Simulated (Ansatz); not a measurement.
Consider the formal exchange of groups at a C–C bond: `CO/C(O)=C\C(=O)C(C)C` + trifluoromethane → `CO/C(O)=C\C(=O)C(F)(F)F` + propane.

Program: Ansatz. Geometries: PBE0-D4/def2-TZVP. ΔE: electronic, gas phase. CBS: MP2 limit from def2 TZ/QZ plus the TZ coupled-cluster correction, frozen cores. This one scheme is used for every species. Double bonds are as drawn, so ΔE can hold a change between cis and trans. Functionals use def2-TZVPP. B3LYP here is the variant with VWN-RPA as its local correlation; programs differ in this. HSE06 is defined as in plane-wave codes. Each species was taken in one conformer, which may not be the lowest.

Question: Is it downhill or uphill in electronic energy at CCSD(T)/CBS, and by how much? (Best estimate.)

Answer: The calculation gave: Uphill: ΔE = +39.7 kJ/mol.

Question: What do these levels give: PBE0-D4, B3LYP-D4, r2SCANh-D4, HSE06-D4, BHLYP-D4, ωB97M-V, LC-ωPBE, HF/def2-SVP, SCS-MP2/def2-TZVPP, MP2/def2-QZVPP, SCS-MP2/def2-QZVPP, CCSD/CBS(def2)? (Estimate.)

Answer: Ansatz gave: PBE0-D4 35.3, B3LYP-D4 32.2, r2SCANh-D4 30.8, HSE06-D4 35.0, BHLYP-D4 36.5, ωB97M-V 33.0, LC-ωPBE 34.6, HF/def2-SVP 34.4, SCS-MP2/def2-TZVPP 41.4, MP2/def2-QZVPP 46.0, SCS-MP2/def2-QZVPP 41.9, CCSD/CBS(def2) 39.6 kJ/mol.

Largest T1 diagnostic among the species: 0.014.

From r2SCAN to r2SCAN0 (25 % exact exchange), in def2-TZVPP and without D4, ΔE moves by +5.1 kJ/mol. The D4 term adds +5.2 kJ/mol with B3LYP and +3.3 kJ/mol with PBE0; it sums over pairs of atoms, weighted by their polarisabilities, and B3LYP, whose exchange is more repulsive, gets the larger term.
